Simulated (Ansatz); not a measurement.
A (100) slab of Ti (Fm-3m (No. 225)), 6 planes, outer planes Ti (top) and Ti (bottom), with 6 atoms (Ti6) in a surface cell of A = 8.447 Å², as cut from the bulk:

```xyz
6
Lattice="2.9064 0.0000 0.0000 0.0000 2.9064 0.0000 0.0000 0.0000 25.2758" Properties=species:S:1:pos:R:3 pbc="T T T"
Ti    1.4532    1.4532    7.5000
Ti    0.0000    0.0000    9.5552
Ti    1.4532    1.4532   11.6103
Ti    0.0000    0.0000   13.6655
Ti    1.4532    1.4532   15.7206
Ti    0.0000    0.0000   17.7758
```

Theory: Ansatz 0.2.0, DFT r2SCAN, scalar-relativistic, plane waves, PAW. Settings: cutoff 500 eV, Γ-centred mesh 12×12×1 on the computed 6-atom cell, Gaussian smearing of 0.10 eV; no spin polarisation.

Against the same 6 atoms in the bulk, the slab as cut lies 2.029 eV higher and the relaxed slab 1.884 eV higher.

Q: Work out the surface energy before and after relaxation.

A: The slab has two faces, so γ = (E_slab − N·E_bulk)/(2A), the mean of both. As cut: 2.029/(2 × 8.447) = 0.1201 eV/Å², and 1 eV/Å² = 16.02 J/m², so γ = 1.92 J/m². Relaxed: 1.884/(2 × 8.447) = 0.1115 eV/Å² = 1.79 J/m². Relaxation recovers 7 % of the cost of cutting.

Q: A cut through this plane breaks about 4 nearest-neighbour bonds a surface cell. What does each broken bond cost, before relaxation?

A: One cut makes two faces and costs 2γA = 2.029 eV, shared by 4 bonds: 0.51 eV a bond. In a metal this is less than the cohesive energy a bond, since the bonds that remain at the surface strengthen.

Q: What is the ideal work of this cut, per area?

A: Griffith's ideal work is 2γ: 3.85 J/m² if the new faces stay rigid, 3.57 J/m² if they relax. One thickness was run, 6 planes, so γ can still shift with it.

The reference crystal is the fcc form of Ti, which isn't its usual structure.